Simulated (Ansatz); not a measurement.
# Platinum, bcc under r²SCAN: structure, energy and stiffness, part 2 of 2

Aim: take platinum in the bcc structure, relax it, solve it on a dense k-mesh, switch on spin-orbit coupling, then scale the cell to 7 volumes from 88 to 112 % of the relaxed one and try a fit of the equation of state. The k-meshes are 14×14×14 for the relaxation; 23×23×23 for the dense run; 14×14×14 for spin-orbit coupling; 16×16×16 for the volumes.

Ansatz 0.2.0; DFT, r2SCAN, plane waves (500 eV) with PAW, scalar-relativistic. Earlier steps stand in the parts before.

## (5) At 88 % of the relaxed volume

This is Pt in the bcc structure; at room conditions it is fcc.

The input, input.yaml:

```yaml
crystal:
  lattice:
    - [-1.5049252949, 1.5049252949, 1.5049252949]
    - [1.5049252949, -1.5049252949, 1.5049252949]
    - [1.5049252949, 1.5049252949, -1.5049252949]
  atoms:
    - { symbol: Pt, position: [0.0, 0.0, 0.0] }
hamiltonian:
  xc: r2scan
  pseudopotentials:
    kind: paw
    azcp:
      Pt: "pseudopotentials/Pt.paw.azcp"
basis:
  ecutwfc: 500
  fft_grid_basis: typed
kpoints:
  mp_grid: { grid: [16, 16, 16], shift: [0, 0, 0] }
magnetization:
  spin_polarized: false
scf:
  occupations: { method: fermi_dirac, width: 0.1 }
  lower_state_search: "off"
output:
  stress: true
```

Command:

```bash
ansatz run input.yaml --threads 1 --pin off --max-ram 3584MiB --backend cpu --events-out ev --progress --plain --runs-dir out
```

What it wrote (excerpt; [...] marks lines left out):

```text
[...]
Pseudopotentials: kind: paw
Pseudopotential: Pt, paw, valence charge 18, recommended cutoff 500 eV (meta_gga), <dir>
Functional definition: r2SCAN
[...]
Crystal: 1 atoms, lattice volume = 13.633 Å³
Basis set: ecut = 500 eV, 369 PW (Γ), exchange–correlation on 80×80×80 points (64 copies of the dense FFT grid, shifted against one another)
Bands: 13, of which v1, the nominal top of the filled ones, is band 9 counted from 1 (8 counted from 0)
Symmetry: 48 space group operations
Space group: Im-3m (ITA 229), of the structure as read, at distance tolerance 2.4e-5 Å
k-points: 145 of 4096
[...]
SCF iter   1: F=-12536.459590 eV  HF=-12536.459442 eV  |F-HF|=1.48e-4  |Δ(HF+E_count)|=         —  Δρ=1.45e-2  dr2=2.17e-2  dr2_τ=2.57e-2  ethr=1.77e-3  ⟨swp⟩=5.0  Hψ=11016  notcnv=0
[...]
SCF iter   6: F=-12536.468430 eV  HF=-12536.468430 eV  |F-HF|=1.05e-9  |Δ(HF+E_count)|=   1.80e-7  Δρ=8.85e-6  dr2=4.84e-9  dr2_τ=5.04e-9  ethr=2.87e-10  ⟨swp⟩=2.4  Hψ=6975  notcnv=0
[...]
SCF converged after 6 iterations
Free energy (F): -12536.468430 eV
[...]
E sigma→0 (E₀):  -12536.452974 eV
Entropy (-TS):   -0.030911 eV (-30.911 meV/atom)
Fermi energy:    26.197483 eV
[...]
--- Stress (GPa, compression-positive) ---
       46.548318      -0.000000      -0.000000
       -0.000000      46.548318       0.000000
       -0.000000      -0.000000      46.548318
  P = ⅓ Tr σ = 46.5483 GPa (465.483 kbar)
```

Run time: 4 s. Hardware: 1 thread of Intel Xeon Platinum 8259CL at 2.50GHz (Skylake/Cascade Lake), shared host; peak memory 0.52 GiB.

## (6) At 92 % of the relaxed volume

input.yaml, as its differences from that of step 5:

```diff
@@ -2,5 +2,5 @@
   lattice:
-    - [-1.5049252949, 1.5049252949, 1.5049252949]
-    - [1.5049252949, -1.5049252949, 1.5049252949]
-    - [1.5049252949, 1.5049252949, -1.5049252949]
+    - [-1.5273901785, 1.5273901785, 1.5273901785]
+    - [1.5273901785, -1.5273901785, 1.5273901785]
+    - [1.5273901785, 1.5273901785, -1.5273901785]
   atoms:
```

Command:

```bash
ansatz run input.yaml --threads 1 --pin off --max-ram 3584MiB --backend cpu --events-out ev --progress --plain --runs-dir out
```

What it wrote (excerpt; [...] marks lines left out):

```text
[...]
[... 3 set-up lines as earlier in the session ...]
[...]
Crystal: 1 atoms, lattice volume = 14.253 Å³
Basis set: ecut = 500 eV, 369 PW (Γ), exchange–correlation on 80×80×80 points (64 copies of the dense FFT grid, shifted against one another)
Bands: 13, of which v1, the nominal top of the filled ones, is band 9 counted from 1 (8 counted from 0)
[... 2 set-up lines as earlier in the session ...]
k-points: 145 of 4096
[...]
SCF iter   1: F=-12536.598865 eV  HF=-12536.602093 eV  |F-HF|=3.23e-3  |Δ(HF+E_count)|=         —  Δρ=1.47e-2  dr2=2.42e-2  dr2_τ=2.18e-2  ethr=1.77e-3  ⟨swp⟩=5.0  Hψ=10947  notcnv=0
[...]
SCF iter   6: F=-12536.609074 eV  HF=-12536.609074 eV  |F-HF|=1.67e-8  |Δ(HF+E_count)|=   1.61e-6  Δρ=3.88e-5  dr2=5.89e-8  dr2_τ=1.63e-8  ethr=5.56e-10  ⟨swp⟩=3.0  Hψ=7720  notcnv=0
[...]
SCF converged after 6 iterations
Free energy (F): -12536.609074 eV
[...]
E sigma→0 (E₀):  -12536.592822 eV
Entropy (-TS):   -0.032504 eV (-32.504 meV/atom)
Fermi energy:    24.727251 eV
[...]
--- Stress (GPa, compression-positive) ---
       26.999722      -0.000000      -0.000000
       -0.000000      26.999722      -0.000000
       -0.000000       0.000000      26.999722
  P = ⅓ Tr σ = 26.9997 GPa (269.997 kbar)
```

Run time: 4.4 s. Hardware: 1 thread of Intel Xeon Platinum 8259CL at 2.50GHz (Skylake/Cascade Lake), shared host; peak memory 0.54 GiB.

## (7) At 96 % of the relaxed volume

input.yaml, as its differences from that of step 6:

```diff
@@ -2,5 +2,5 @@
   lattice:
-    - [-1.5273901785, 1.5273901785, 1.5273901785]
-    - [1.5273901785, -1.5273901785, 1.5273901785]
-    - [1.5273901785, 1.5273901785, -1.5273901785]
+    - [-1.5492129866, 1.5492129866, 1.5492129866]
+    - [1.5492129866, -1.5492129866, 1.5492129866]
+    - [1.5492129866, 1.5492129866, -1.5492129866]
   atoms:
@@ -25 +25,5 @@
   stress: true
+  write_density: true
+  write_potential: true
+  elf: true
+  volumetric_format: npy
```

Command:

```bash
ansatz run input.yaml --threads 1 --pin off --max-ram 3584MiB --backend cpu --events-out ev --progress --plain --runs-dir out
```

What it wrote (excerpt; [...] marks lines left out):

```text
[...]
[... 3 set-up lines as earlier in the session ...]
[...]
Crystal: 1 atoms, lattice volume = 14.873 Å³
Basis set: ecut = 500 eV, 369 PW (Γ), exchange–correlation on 80×80×80 points (64 copies of the dense FFT grid, shifted against one another)
Bands: 13, of which v1, the nominal top of the filled ones, is band 9 counted from 1 (8 counted from 0)
[... 2 set-up lines as earlier in the session ...]
k-points: 145 of 4096
[...]
SCF iter   1: F=-12536.671129 eV  HF=-12536.677348 eV  |F-HF|=6.22e-3  |Δ(HF+E_count)|=         —  Δρ=1.49e-2  dr2=2.70e-2  dr2_τ=1.90e-2  ethr=1.77e-3  ⟨swp⟩=5.0  Hψ=10889  notcnv=0
[...]
SCF iter   6: F=-12536.682891 eV  HF=-12536.682891 eV  |F-HF|=1.95e-9  |Δ(HF+E_count)|=   7.17e-7  Δρ=2.18e-5  dr2=1.78e-8  dr2_τ=2.01e-8  ethr=5.56e-10  ⟨swp⟩=9.0  Hψ=12838  notcnv=0
[...]
SCF converged after 6 iterations
Free energy (F): -12536.682891 eV
[...]
E sigma→0 (E₀):  -12536.665834 eV
Entropy (-TS):   -0.034114 eV (-34.114 meV/atom)
Fermi energy:    23.380578 eV
[...]
--- Stress (GPa, compression-positive) ---
       11.811211      -0.000000      -0.000000
       -0.000000      11.811211      -0.000000
        0.000000       0.000000      11.811211
  P = ⅓ Tr σ = 11.8112 GPa (118.112 kbar)
--- Band table (eV; the first three rows and the last of 145) ---
  k-point 0: bands = ["-76.9723", "-30.3389", "-30.3389", "-30.3389", "12.9733", "19.3830", "19.3830", "19.3830", "22.1188", "22.1188", "41.2647", "41.2647", "41.2647"]
[...]
```

It took 5.5 s on 1 thread of Intel Xeon Platinum 8259CL at 2.50GHz (Skylake/Cascade Lake), shared host; peak memory 0.53 GiB.

Axes a, b and c in the maps are those of this run's conventional cell (a, b, c = 3.098, 3.098, 3.098 Å).

Density in a lattice plane of the grid's cell (edges 3.10 and 3.10 Å, at 0.000 of the third edge), which holds Pt.

Ten even steps from '0' (0.21 e/Å³) to '9' (11.89 e/Å³):
```
998753110000000001135789
876542100000000000124567
665421000000000000012456
433211000000000000011233
211100000000000000000111
000000000000000000000000
000000000000000000000000
000000000000000000000000
000000000000000000000000
000000000000000000000000
000000000000000000000000
000000000000000000000000
000000000000000000000000
000000000000000000000000
211100000000000000000111
433211000000000000011233
665421000000000000012456
876542100000000000124567
998753110000000001135789
998753210000000001235789
```
Columns run along the first of these edges and rows up along the second, over one cell in 24 and 20 even steps from the bottom left corner. Atoms in the plane (fractional): Pt at (0.00, 0.00).

ELF in the same plane.

Values, 12 rows by 12 columns:
```
0.68 0.67 0.63 0.50 0.33 0.22 0.17 0.22 0.33 0.50 0.63 0.67
0.68 0.63 0.51 0.36 0.26 0.21 0.19 0.21 0.26 0.36 0.51 0.63
0.58 0.50 0.36 0.26 0.23 0.21 0.19 0.21 0.23 0.25 0.36 0.50
0.37 0.33 0.26 0.23 0.21 0.19 0.19 0.19 0.21 0.23 0.26 0.33
0.23 0.22 0.21 0.21 0.19 0.18 0.17 0.18 0.19 0.21 0.21 0.22
0.17 0.17 0.19 0.19 0.19 0.17 0.17 0.17 0.19 0.19 0.19 0.17
0.23 0.22 0.21 0.21 0.19 0.18 0.17 0.18 0.19 0.21 0.21 0.22
0.37 0.33 0.26 0.23 0.21 0.19 0.19 0.19 0.21 0.23 0.26 0.33
0.58 0.50 0.36 0.25 0.23 0.21 0.19 0.21 0.23 0.26 0.36 0.50
0.68 0.63 0.51 0.36 0.26 0.21 0.19 0.21 0.26 0.36 0.51 0.63
0.68 0.67 0.63 0.50 0.33 0.22 0.17 0.22 0.33 0.50 0.63 0.67
0.66 0.68 0.68 0.58 0.37 0.23 0.17 0.23 0.37 0.58 0.68 0.68
```
Columns run along the first of these edges and rows up along the second, over one cell in 12 and 12 even steps from the bottom left corner. Atoms in the plane (fractional): Pt at (0.00, 0.00).

Both are smooth fields of the valence electrons: close to the nuclei they are not physical.

## (8) At 100 % of the relaxed volume

input.yaml, as its differences from that of step 7:

```diff
@@ -2,5 +2,5 @@
   lattice:
-    - [-1.5492129866, 1.5492129866, 1.5492129866]
-    - [1.5492129866, -1.5492129866, 1.5492129866]
-    - [1.5492129866, 1.5492129866, -1.5492129866]
+    - [-1.5704377197, 1.5704377197, 1.5704377197]
+    - [1.5704377197, -1.5704377197, 1.5704377197]
+    - [1.5704377197, 1.5704377197, -1.5704377197]
   atoms:
```

Command:

```bash
ansatz run input.yaml --threads 1 --pin off --max-ram 3584MiB --backend cpu --events-out ev --progress --plain --runs-dir out
```

What it wrote (excerpt; [...] marks lines left out):

```text
[...]
[... 3 set-up lines as earlier in the session ...]
[...]
Crystal: 1 atoms, lattice volume = 15.493 Å³
Basis set: ecut = 500 eV, 381 PW (Γ), exchange–correlation on 80×80×80 points (64 copies of the dense FFT grid, shifted against one another)
Bands: 13, of which v1, the nominal top of the filled ones, is band 9 counted from 1 (8 counted from 0)
[... 2 set-up lines as earlier in the session ...]
k-points: 145 of 4096
[...]
SCF iter   1: F=-12536.691349 eV  HF=-12536.700438 eV  |F-HF|=9.09e-3  |Δ(HF+E_count)|=         —  Δρ=1.52e-2  dr2=3.01e-2  dr2_τ=1.70e-2  ethr=1.77e-3  ⟨swp⟩=5.0  Hψ=10796  notcnv=0
[...]
SCF iter   6: F=-12536.704823 eV  HF=-12536.704823 eV  |F-HF|=3.34e-9  |Δ(HF+E_count)|=   4.94e-7  Δρ=1.67e-5  dr2=1.14e-8  dr2_τ=2.14e-8  ethr=5.56e-10  ⟨swp⟩=9.0  Hψ=12841  notcnv=0
[...]
SCF converged after 6 iterations
Free energy (F): -12536.704823 eV
[...]
E sigma→0 (E₀):  -12536.686918 eV
Entropy (-TS):   -0.035808 eV (-35.808 meV/atom)
Fermi energy:    22.143503 eV
[...]
--- Stress (GPa, compression-positive) ---
        0.031159      -0.000000      -0.000000
       -0.000000       0.031159       0.000000
       -0.000000       0.000000       0.031159
  P = ⅓ Tr σ = 0.0312 GPa (0.312 kbar)
--- Band table (eV; the first three rows and the last of 145) ---
  k-point 0: bands = ["-78.0736", "-31.4680", "-31.4680", "-31.4680", "12.1863", "18.3876", "18.3876", "18.3876", "20.9614", "20.9614", "40.0543", "40.0543", "40.0543"]
[...]
```

Run time: 9.5 s. Hardware: 1 thread of Intel Xeon Platinum 8259CL at 2.50GHz (Skylake/Cascade Lake), shared host; peak memory 0.51 GiB.

## (9) At 104 % of the relaxed volume

input.yaml, as its differences from that of step 8:

```diff
@@ -2,5 +2,5 @@
   lattice:
-    - [-1.5704377197, 1.5704377197, 1.5704377197]
-    - [1.5704377197, -1.5704377197, 1.5704377197]
-    - [1.5704377197, 1.5704377197, -1.5704377197]
+    - [-1.5911037439, 1.5911037439, 1.5911037439]
+    - [1.5911037439, -1.5911037439, 1.5911037439]
+    - [1.5911037439, 1.5911037439, -1.5911037439]
   atoms:
```

Command:

```bash
ansatz run input.yaml --threads 1 --pin off --max-ram 3584MiB --backend cpu --events-out ev --progress --plain --runs-dir out
```

What it wrote (excerpt; [...] marks lines left out):

```text
[...]
[... 3 set-up lines as earlier in the session ...]
[...]
Crystal: 1 atoms, lattice volume = 16.112 Å³
Basis set: ecut = 500 eV, 381 PW (Γ), exchange–correlation on 96×96×96 points (64 copies of the dense FFT grid, shifted against one another)
Bands: 13, of which v1, the nominal top of the filled ones, is band 9 counted from 1 (8 counted from 0)
[... 2 set-up lines as earlier in the session ...]
k-points: 145 of 4096
[...]
SCF iter   1: F=-12536.671132 eV  HF=-12536.683168 eV  |F-HF|=1.20e-2  |Δ(HF+E_count)|=         —  Δρ=1.55e-2  dr2=3.36e-2  dr2_τ=1.55e-2  ethr=1.77e-3  ⟨swp⟩=4.9  Hψ=10711  notcnv=0
[...]
SCF iter   6: F=-12536.686581 eV  HF=-12536.686581 eV  |F-HF|=2.64e-9  |Δ(HF+E_count)|=   4.35e-7  Δρ=1.22e-5  dr2=6.71e-9  dr2_τ=1.47e-8  ethr=5.56e-10  ⟨swp⟩=9.0  Hψ=12812  notcnv=0
[...]
SCF converged after 6 iterations
Free energy (F): -12536.686581 eV
[...]
E sigma→0 (E₀):  -12536.667800 eV
Entropy (-TS):   -0.037562 eV (-37.562 meV/atom)
Fermi energy:    21.004119 eV
[...]
--- Stress (GPa, compression-positive) ---
       -9.066877       0.000000       0.000000
       -0.000000      -9.066877       0.000000
        0.000000      -0.000000      -9.066877
  P = ⅓ Tr σ = -9.0669 GPa (-90.669 kbar)
--- Band table (eV; the first three rows and the last of 145) ---
  k-point 0: bands = ["-79.0885", "-32.5067", "-32.5067", "-32.5067", "11.4662", "17.4668", "17.4668", "17.4668", "19.8924", "19.8924", "38.9239", "38.9239", "38.9239"]
[...]
```

Run time: 9.4 s. Hardware: 1 thread of Intel Xeon Platinum 8259CL at 2.50GHz (Skylake/Cascade Lake), shared host; peak memory 0.55 GiB.

## (10) At 108 % of the relaxed volume

input.yaml, as its differences from that of step 9:

```diff
@@ -2,5 +2,5 @@
   lattice:
-    - [-1.5911037439, 1.5911037439, 1.5911037439]
-    - [1.5911037439, -1.5911037439, 1.5911037439]
-    - [1.5911037439, 1.5911037439, -1.5911037439]
+    - [-1.6112464359, 1.6112464359, 1.6112464359]
+    - [1.6112464359, -1.6112464359, 1.6112464359]
+    - [1.6112464359, 1.6112464359, -1.6112464359]
   atoms:
```

Command:

```bash
ansatz run input.yaml --threads 1 --pin off --max-ram 3584MiB --backend cpu --events-out ev --progress --plain --runs-dir out
```

What it wrote (excerpt; [...] marks lines left out):

```text
[...]
[... 3 set-up lines as earlier in the session ...]
[...]
Crystal: 1 atoms, lattice volume = 16.732 Å³
Basis set: ecut = 500 eV, 429 PW (Γ), exchange–correlation on 96×96×96 points (64 copies of the dense FFT grid, shifted against one another)
Bands: 13, of which v1, the nominal top of the filled ones, is band 9 counted from 1 (8 counted from 0)
[... 1 set-up line as earlier in the session ...]
Space group: Im-3m (ITA 229), of the structure as read, at distance tolerance 2.6e-5 Å
k-points: 145 of 4096
[...]
SCF iter   1: F=-12536.619711 eV  HF=-12536.634955 eV  |F-HF|=1.52e-2  |Δ(HF+E_count)|=         —  Δρ=1.58e-2  dr2=3.76e-2  dr2_τ=1.43e-2  ethr=1.77e-3  ⟨swp⟩=4.9  Hψ=10662  notcnv=0
[...]
SCF iter   6: F=-12536.637405 eV  HF=-12536.637405 eV  |F-HF|=1.93e-8  |Δ(HF+E_count)|=   1.90e-6  Δρ=1.70e-5  dr2=1.40e-8  dr2_τ=3.22e-8  ethr=5.56e-10  ⟨swp⟩=6.6  Hψ=12356  notcnv=0
[...]
SCF converged after 6 iterations
Free energy (F): -12536.637405 eV
[...]
E sigma→0 (E₀):  -12536.617748 eV
Entropy (-TS):   -0.039313 eV (-39.313 meV/atom)
Fermi energy:    19.952054 eV
[...]
--- Stress (GPa, compression-positive) ---
      -16.046754      -0.000000       0.000000
       -0.000000     -16.046754      -0.000000
        0.000000      -0.000000     -16.046754
  P = ⅓ Tr σ = -16.0468 GPa (-160.468 kbar)
--- Band table (eV; the first three rows and the last of 145) ---
  k-point 0: bands = ["-80.0255", "-33.4645", "-33.4645", "-33.4645", "10.8049", "16.6130", "16.6130", "16.6130", "18.9024", "18.9024", "37.8654", "37.8654", "37.8654"]
[...]
```

Run time: 7.6 s. Hardware: 1 thread of Intel Xeon Platinum 8259CL at 2.50GHz (Skylake/Cascade Lake), shared host; peak memory 0.55 GiB.

## (11) At 112 % of the relaxed volume

input.yaml, as its differences from that of step 10:

```diff
@@ -2,5 +2,5 @@
   lattice:
-    - [-1.6112464359, 1.6112464359, 1.6112464359]
-    - [1.6112464359, -1.6112464359, 1.6112464359]
-    - [1.6112464359, 1.6112464359, -1.6112464359]
+    - [-1.6308977194, 1.6308977194, 1.6308977194]
+    - [1.6308977194, -1.6308977194, 1.6308977194]
+    - [1.6308977194, 1.6308977194, -1.6308977194]
   atoms:
@@ -25,5 +25 @@
   stress: true
-  write_density: true
-  write_potential: true
-  elf: true
-  volumetric_format: npy
```

Command:

```bash
ansatz run input.yaml --threads 1 --pin off --max-ram 3584MiB --backend cpu --events-out ev --progress --plain --runs-dir out
```

What it wrote (excerpt; [...] marks lines left out):

```text
[...]
[... 3 set-up lines as earlier in the session ...]
[...]
Crystal: 1 atoms, lattice volume = 17.352 Å³
Basis set: ecut = 500 eV, 429 PW (Γ), exchange–correlation on 96×96×96 points (64 copies of the dense FFT grid, shifted against one another)
Bands: 13, of which v1, the nominal top of the filled ones, is band 9 counted from 1 (8 counted from 0)
[... 2 set-up lines as earlier in the session ...]
k-points: 145 of 4096
[...]
SCF iter   1: F=-12536.544617 eV  HF=-12536.563012 eV  |F-HF|=1.84e-2  |Δ(HF+E_count)|=         —  Δρ=1.61e-2  dr2=4.16e-2  dr2_τ=1.34e-2  ethr=1.77e-3  ⟨swp⟩=5.0  Hψ=10644  notcnv=0
[...]
SCF iter   6: F=-12536.564594 eV  HF=-12536.564594 eV  |F-HF|=2.27e-8  |Δ(HF+E_count)|=   2.22e-6  Δρ=1.76e-5  dr2=1.77e-8  dr2_τ=2.16e-8  ethr=5.56e-10  ⟨swp⟩=3.0  Hψ=7745  notcnv=0
[...]
SCF converged after 6 iterations
Free energy (F): -12536.564594 eV
[...]
E sigma→0 (E₀):  -12536.544116 eV
Entropy (-TS):   -0.040956 eV (-40.956 meV/atom)
Fermi energy:    18.977707 eV
[...]
--- Stress (GPa, compression-positive) ---
      -21.359010       0.000000       0.000000
        0.000000     -21.359010       0.000000
       -0.000000       0.000000     -21.359010
  P = ⅓ Tr σ = -21.3590 GPa (-213.590 kbar)
```

Wall time 6 s (1 thread of Intel Xeon Platinum 8259CL at 2.50GHz (Skylake/Cascade Lake), shared host); peak memory 0.54 GiB.

## (12) The equation of state

The cell was scaled evenly, with its shape and the fractional positions fixed.

```tsv
V (Å³/atom)	E − E₀ (meV/atom)	P from the stress (GPa)	P from the fit (GPa)
13.633	233.9	46.55	46.45
14.253	94.0	27.00	26.77
14.873	21.0	11.81	11.57
15.493	-0.1	0.03	-0.18
16.112	19.1	-9.07	-9.27
16.732	69.1	-16.05	-16.27
17.352	142.7	-21.36	-21.64
```

Fit (Birch-Murnaghan, third order): V₀ = 15.481 Å³/atom, B₀ = 259 GPa, B₀′ = 5.4, largest residual 0.09 meV/atom.

The fit is made to E(σ → 0), while the stress belongs to the free energy F; that is one source of the offset between the two pressures.

## (13) Summary of results

This closing draws on all 2 parts.

```
                      quantity                         value
space group (spins left aside)               Im-3m (No. 229)
             conventional cell                   a = 3.141 Å
                        volume                15.493 Å³/atom
             shortest distance                       2.720 Å
               gap on the mesh  none (levels filled in part)
               relative to fcc                  +92 meV/atom
                   V₀, B₀, B₀′  15.481 Å³/atom, 259 GPa, 5.4
```

In words: From the guessed start the volume grew by 2.6 % in 5 steps. Against the reference form of platinum (fcc, computed apart with the same settings) it stands 92 meV/atom higher. No gap shows: it is a metal or semimetal at this level. Totals with and without spin-orbit coupling (+24.9 eV/atom apart) can't be read as binding, since the two-component data shift the zero of energy. The fitted modulus is 259 GPa. The symmetry was held, so the structure may be unstable against distortions that break it.
